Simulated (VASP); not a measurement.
# Mg (P6/mmm) in VASP: further runs

The runs below take Mg through single point, with r2SCAN.

All numbers are computed with VASP 6.6.1; they aren't measurements. Logs are shortened: lines on timing, memory, paths and dates and some standing lists are left out, and cuts for length are marked.

**1. Starting point**

The structure is hexagonal, space group P6/mmm (No. 191). Conventional cell: a = 3.050 Å, b = 3.050 Å, c = 3.045 Å, α = 90.00°, β = 90.00°, γ = 120.00°. Mg (site symmetry 6/mmm) has 8 Mg at 3.04 to 3.05 Å as nearest neighbours.

This isn't the form of Mg at room conditions, which is hcp.

**2. Single point, r2SCAN**

INCAR reads:

```
ADDGRID = False
ALGO = Normal
EDIFF = 1E-6
ENCUT = 200
ISIF = 2
ISMEAR = 1
LASPH = True
LCHARG = False
LMIXTAU = True
LREAL = False
LWAVE = False
METAGGA = R2SCAN
NELM = 100
PREC = Accurate
SIGMA = 0.2
```

KPOINTS reads:

```
k-points
0
Gamma
  13 13 11
```

POSCAR reads:

```
Mg
1.0
    3.0502998005      0.0000000000      0.0000000000
   -1.5251499003      2.6416371164      0.0000000000
    0.0000000000      0.0000000000      3.0448375700
Mg
1
Direct
    0.0000000000      0.0000000000      0.0000000000
```

Potentials or basis: VASP PAW PBE potentials, release 64 (Mg).

On the command line:

```
> cat potpaw_PBE.64/Mg/POTCAR > POTCAR
> mpirun -np 1 vasp_std > vasp.out
```

OUTCAR:

```text
EDIFF = 1E-6
   ENCUT = 200
   ISIF = 2
   ISMEAR = 1
   LASPH = True
   LREAL = False
   METAGGA = R2SCAN
   NELM = 100
   PREC = Accurate

 Found    126 irreducible k-points:

 Following reciprocal coordinates:
            Coordinates               Weight
  0.000000  0.000000  0.000000      1.000000
  0.076923  0.000000  0.000000      6.000000
  0.153846  0.000000  0.000000      6.000000
  0.230769  0.000000  0.000000      6.000000
  0.307692  0.000000  0.000000      6.000000
  0.384615  0.000000  0.000000      6.000000
   k-points           NKPTS =    126   k-points in BZ     NKDIM =    126   number of bands    NBANDS=      5
   number of dos      NEDOS =    301   number of ions     NIONS =      1
   total plane-waves  NPLWV =   2744
   dimension x,y,z NGX =    14 NGY =   14 NGZ =   14
   dimension x,y,z NGXF=    28 NGYF=   28 NGZF=   28
   ions per type =               1
   NGX,Y,Z   is equivalent  to a cutoff of   7.63,  7.63,  7.64 a.u.
   NGXF,Y,Z  is equivalent  to a cutoff of  15.26, 15.26, 15.29 a.u.
 SYSTEM =  unknown system
   PREC   = accura    normal or accurate (medium, high low for compatibility)
   ISTART =      0    job   : 0-new  1-cont  2-samecut
   ICHARG =      2    charge: 1-file 2-atom 10-const
   ISPIN  =      1    spin polarized calculation?
   LNONCOLLINEAR =      F non collinear calculations
   LSORBIT =      F    spin-orbit coupling
   LASPH  =      T    aspherical Exc in radial PAW
   ENCUT  =  200.0 eV  14.70 Ry    3.83 a.u.   3.52  3.52  3.51*2*pi/ulx,y,z
   NELM   =    100;   NELMIN=  2; NELMDL= -5     # of ELM steps
   EDIFF  = 0.1E-05   stopping-criterion for ELM
   LREAL  =      F    real-space projection
   EDIFFG = 0.1E-04   stopping-criterion for IOM
   NSW    =      0    number of steps for IOM
   IBRION =     -1    ionic relax: 0-MD 1-quasi-New 2-CG
   NFREE  =      0    steps in history (QN), initial steepest desc. (CG)
   ISIF   =      2    stress and relaxation
   ISYM   =      2    0-nonsym 1-usesym 2-fastsym
   POTIM  = 0.5000    time-step for ionic-motion
   TEBEG  =    0.0;   TEEND  =   0.0 temperature during run
   PSTRESS=    0.0 pullay stress
   NELECT =       2.0000    total number of electrons
   NUPDOWN=      -1.0000    fix difference up-down
   EMIN   =  10.00;   EMAX   =-10.00  energy-range for DOS
   EFERMI =   0.00;   METHOD = LEGACY
   ISMEAR =     1;   SIGMA  =   0.20  broadening in eV -4-tet -1-fermi 0-gaus
   EFERMI_NEDOS =   21; number of points for ismear=-14 and -15
   IALGO  =     38    algorithm
   IMIX   =      4    mixing-type and parameters
     AMIX     =   0.40;   BMIX     =  1.00
     AMIX_MAG =   1.60;   BMIX_MAG =  1.00
  volume/ion in A,a.u.               =      24.53       165.57
  Fermi-wavevector in a.u.,A,eV,Ry     =   0.709836  1.341396  6.855535  0.503868
  Thomas-Fermi vector in A             =   1.796524
   LORBIT       =      0    0 simple, 1 ext, 2 COOP (PROOUT), +10 PAW based schemes
   METAGGA = R2SCAN    functional components
   LHFCALC =     F    Hartree Fock is set to
   AEXX    =    0.0000 exact exchange contribution
   IVDW    =     0    specifies the selected vdW correction
   LEPSILON=     F    determine dielectric tensor
   LRPA    =     F    only Hartree local field effects (RPA)
 non-spin polarized calculation
 Methfessel and Paxton  Order N= 1 SIGMA  =   0.20
  energy-cutoff  :      200.00
  volume of cell :       24.53
 maximum number of plane-waves:       175
 NGX is ok and might be reduce to    14

 number of electron       2.0000000 magnetization

 Free energy of the ion-electron system (eV)
  ---------------------------------------------------
  ext. energy  EPLUGINS =         0.00000000
  ---------------------------------------------------
  free energy    TOTEN  =        -3.86239637 eV

  energy without entropy =       -3.86146670  energy(sigma->0) =       -3.86208648

 E-fermi :   2.2978     XC(G=0):  -8.8351

 val. band max:        2.2863336612   @ k =   0.3846   0.1538   0.0909
 cond. band min:       2.3070765885   @ k =   0.3077   0.1538   0.4545
 fundamental gap:      0.0207429273
 Fermi energy:         2.2977630554

 k-point     1 :       0.0000    0.0000    0.0000
  band No.  band energies     occupation
      1      -4.8366      2.00000
      2      10.8401      0.00000
      3      11.7579      0.00000
      4      15.7405      0.00000
      5      15.7406      0.00000

 k-point     2 :       0.0769    0.0000    0.0000
  band No.  band energies     occupation
      1      -4.6996      2.00000
      2      10.8205      0.00000
      3      11.8728      0.00000
      4      13.7830      0.00000
      5      14.8945      0.00000

 k-point     3 :       0.1538    0.0000    0.0000
  band No.  band energies     occupation
      1      -4.2899      2.00000
      2      10.2150      0.00000
      3      11.8342      0.00000
      4      12.2162      0.00000
      5      13.8242      0.00000

 k-point     4 :       0.2308    0.0000    0.0000
  band No.  band energies     occupation
      1      -3.6109      2.00000
      2       8.0814      0.00000
      3      11.5037      0.00000
      4      12.7851      0.00000
      5      12.9365      0.00000

 k-point     5 :       0.3077    0.0000    0.0000
  band No.  band energies     occupation
      1      -2.6683      2.00000
      2       5.7841     -0.00000
      3      11.4105      0.00000
      4      12.2663      0.00000
      5      13.5868      0.00000

 k-point     6 :       0.3846    0.0000    0.0000
  band No.  band energies     occupation
      1      -1.4725      2.00000
      2       3.6547     -0.00000
      3      11.2732      0.00000
      4      11.8193      0.00000
      5      14.6107      0.00000

 [... further k-points ...]
[... 5 lines left out ...]
  --------------------------------------------------------------------------------------
  -------------------------------------------------------------------------------------
  Total        0.1362144      0.1362144     -0.0772981     -0.0000000     -0.0000000      0.0000000
  in kB        8.8951583      8.8951583     -5.0477719     -0.0000000     -0.0000000      0.0000000
  external PRESSURE =       4.2475149 kB  Pullay stress =       0.0000000 kB

 VOLUME and BASIS-vectors are now :
 -----------------------------------------------------------------------------
  energy-cutoff  :      200.00
  volume of cell :       24.53
      direct lattice vectors                 reciprocal lattice vectors
     3.050299800  0.000000000  0.000000000     0.327836628  0.189276565  0.000000000
    -1.525149900  2.641637116  0.000000000     0.000000000  0.378553130  0.000000000
     0.000000000  0.000000000  3.044837570     0.000000000  0.000000000  0.328424744

 POSITION                                       TOTAL-FORCE (eV/Angst)
 -----------------------------------------------------------------------------------
      0.00000      0.00000      0.00000        -0.000000      0.000000      0.000000
 -----------------------------------------------------------------------------------
    total drift:                                0.000000     -0.000000     -0.000000

  FREE ENERGIE OF THE ION-ELECTRON SYSTEM (eV)
  ---------------------------------------------------
  free  energy   TOTEN  =        -3.8623963739 eV

  energy  without entropy=       -3.8614666974  energy(sigma->0) =       -3.86208648
```

It took 6.6 s on 1 thread of Intel Xeon 6975P-C (Granite Rapids), shared host; peak memory 0.11 GiB.

The run converged, but some of its settings lie outside the range that counts as converged, so its numbers aren't taken as properties of the crystal.

What came out:

- Free energy: -3.8624 eV
- Band gap on the k mesh: none (metal or under the smearing width)

Caveat: the cutoff is under 1.25 times the usual one of these potentials, so pressure, stress and relaxed cells hold a basis-set (Pulay) error; the PAW data sets were made with another functional, which shifts forces and pressure a little.

**3. Single point, r2SCAN**

This run uses another cell than the first one, of the same volume but with other edges.

INCAR is that of step 2.

KPOINTS is that of step 2.

POSCAR reads:

```
Mg
1.0
    3.1430880000     -0.0084060000     -0.0278050000
   -1.5788240000      2.6046760000      0.0276970000
   -0.0277550000      0.0158990000      3.0020770000
Mg
1
Direct
   -0.0144770000      0.0117080000      0.0082640000
```

Potentials or basis: VASP PAW PBE potentials, release 64 (Mg).

On the command line:

```
> cat potpaw_PBE.64/Mg/POTCAR > POTCAR
> mpirun -np 1 vasp_std > vasp.out
```

It took 27 s on 1 thread of Intel Xeon 6975P-C (Granite Rapids), shared host; peak memory 0.13 GiB.

The run converged, but some of its settings lie outside the range that counts as converged, so its numbers aren't taken as properties of the crystal.

What came out:

| Quantity | Value |
| --- | --- |
| Free energy | -3.8612 eV |
| Band gap on the k mesh | none (metal or under the smearing width) |

Caveat: the cutoff is under 1.25 times the usual one of these potentials, so pressure, stress and relaxed cells hold a basis-set (Pulay) error; the PAW data sets were made with another functional, which shifts forces and pressure a little.

**4. Single point, r2SCAN**

Edit INCAR of step 3 so:

```diff
@@ -3,3 +3,3 @@
 EDIFF = 1E-6
-ENCUT = 200
+ENCUT = 300
 ISIF = 2
```

KPOINTS reads:

```
k-points
0
Gamma
  11 11 9
```

POSCAR reads:

```
Mg
1.0
    3.0502998005      0.0000000000      0.0000000000
   -1.5251499003      2.6416371164      0.0000000000
    0.0000000000      0.0000000000      3.0448375700
Mg
1
Direct
    0.0000000000      0.0000000000      0.0000000000
```

Potentials or basis: VASP PAW PBE potentials, release 64 (Mg).

On the command line:

```
> cat potpaw_PBE.64/Mg/POTCAR > POTCAR
> mpirun -np 1 vasp_std > vasp.out
```

OUTCAR:

```text
EDIFF = 1E-6
   ENCUT = 300
   ISIF = 2
   ISMEAR = 1
   LASPH = True
   LREAL = False
   METAGGA = R2SCAN
   NELM = 100
   PREC = Accurate

 Found     80 irreducible k-points:

 Following reciprocal coordinates:
            Coordinates               Weight
  0.000000  0.000000  0.000000      1.000000
  0.090909  0.000000  0.000000      6.000000
  0.181818  0.000000  0.000000      6.000000
  0.272727  0.000000  0.000000      6.000000
  0.363636  0.000000  0.000000      6.000000
  0.454545  0.000000  0.000000      6.000000
   k-points           NKPTS =     80   k-points in BZ     NKDIM =     80   number of bands    NBANDS=      5
[... 116 lines left out ...]
      1      -0.1945      2.00000
      2       1.9266      2.03268
      3      11.1662      0.00000
      4      11.6015      0.00000
      5      15.6649      0.00000

 [... further k-points ...]
[... 5 lines left out ...]
  --------------------------------------------------------------------------------------
  -------------------------------------------------------------------------------------
  Total        0.0946063      0.0946063     -0.0087349     -0.0000000      0.0000000      0.0000000
  in kB        6.1780394      6.1780394     -0.5704128     -0.0000000      0.0000000      0.0000000
  external PRESSURE =       3.9285553 kB  Pullay stress =       0.0000000 kB

 VOLUME and BASIS-vectors are now :
 -----------------------------------------------------------------------------
  energy-cutoff  :      300.00
  volume of cell :       24.53
      direct lattice vectors                 reciprocal lattice vectors
     3.050299800  0.000000000  0.000000000     0.327836628  0.189276565  0.000000000
    -1.525149900  2.641637116  0.000000000     0.000000000  0.378553130  0.000000000
     0.000000000  0.000000000  3.044837570     0.000000000  0.000000000  0.328424744

 POSITION                                       TOTAL-FORCE (eV/Angst)
 -----------------------------------------------------------------------------------
      0.00000      0.00000      0.00000         0.000000      0.000000      0.000000
 -----------------------------------------------------------------------------------
    total drift:                                0.000000      0.000000      0.000000

  FREE ENERGIE OF THE ION-ELECTRON SYSTEM (eV)
  ---------------------------------------------------
  free  energy   TOTEN  =        -3.8643972784 eV

  energy  without entropy=       -3.8648243875  energy(sigma->0) =       -3.86453965
```

OSZICAR:

```text
N       E                     dE             d eps       ncg     rms          rms(c)
DAV:   1    -0.336788192577E+01   -0.33679E+01   -0.54586E+02   880   0.161E+02
DAV:   2    -0.392984107109E+01   -0.56196E+00   -0.48386E+00  1080   0.122E+01
DAV:   3    -0.393286092711E+01   -0.30199E-02   -0.30163E-02  1070   0.106E+00
DAV:   4    -0.393286990329E+01   -0.89762E-05   -0.89763E-05  1110   0.460E-02
[... 11 lines left out ...]
DAV:  16    -0.386439675639E+01   -0.14652E-04   -0.32662E-05   885   0.306E-02    0.959E-03
DAV:  17    -0.386440650169E+01   -0.97453E-05   -0.84220E-06  1000   0.152E-02    0.221E-03
DAV:  18    -0.386439949244E+01    0.70093E-05   -0.15809E-06   820   0.860E-03    0.878E-04
DAV:  19    -0.386439771108E+01    0.17814E-05   -0.26516E-07   455   0.398E-03    0.410E-04
DAV:  20    -0.386439727839E+01    0.43269E-06   -0.16265E-07   445   0.303E-03
   1 F= -.38643973E+01 E0= -.38645396E+01  d E =0.427109E-03
```

stdout:

```text
POSCAR found type information on POSCAR Mg
 POSCAR found :  1 types and       1 ions
 scaLAPACK will be used
 -----------------------------------------------------------------------------
|                                                                             |
|                                                                             |
|     You enforced a specific xc type in the INCAR file but a different       |
|     I HOPE YOU KNOW WHAT YOU ARE DOING!                                     |
|                                                                             |
 -----------------------------------------------------------------------------

 LDA part: xc-table for (None), standard interpolation
 POSCAR, INCAR and KPOINTS ok, starting setup
 FFT: planning ... GRIDC
 FFT: planning ... GRID_SOFT
 FFT: planning ... GRID
 WAVECAR not read
 entering main loop
```

Run time: 12 s. Hardware: 1 thread of Intel Xeon 6975P-C (Granite Rapids), shared host; peak memory 0.12 GiB.

The run converged, but some of its settings lie outside the range that counts as converged, so its numbers aren't taken as properties of the crystal.

What came out:

| Quantity | Value |
| --- | --- |
| Free energy | -3.8644 eV |
| Pressure | 0.4 GPa |
| Band gap on the k mesh | none (metal or under the smearing width) |

Caveat: the PAW data sets were made with another functional, which shifts forces and pressure a little.

**5. Single point, r2SCAN**

This run uses another cell than the first one, of the same volume but with other edges.

INCAR is that of step 4.

KPOINTS is that of step 4.

POSCAR reads:

```
Mg
1.0
    3.1430880000     -0.0084060000     -0.0278050000
   -1.5788240000      2.6046760000      0.0276970000
   -0.0277550000      0.0158990000      3.0020770000
Mg
1
Direct
   -0.0144770000      0.0117080000      0.0082640000
```

On the command line:

```
> cat potpaw_PBE.64/Mg/POTCAR > POTCAR
> mpirun -np 1 vasp_std > vasp.out
```

Run time: 52 s. Hardware: 1 thread of Intel Xeon 6975P-C (Granite Rapids), shared host; peak memory 0.14 GiB.

These settings aren't checked as converged: the numbers below hold their error.

Results:

| Item | Value |
| --- | --- |
| Free energy | -3.8618 eV |
| Pressure | 0.3 GPa |
| Band gap on the k mesh | none (metal or under the smearing width) |

Caveat: the PAW data sets were made with another functional, which shifts forces and pressure a little.

**6. For comparison**

An earlier run on the cell as given: functional PBE; potentials or basis VASP PAW PBE potentials, release 64 (Mg); cutoff 520 eV; k mesh 10 × 10 × 9; occupations fermi-dirac, width 0.05 eV; no spin polarisation.

* Pressure: 1.1 GPa
* Band gap on the k mesh: none (metal or under the smearing width)
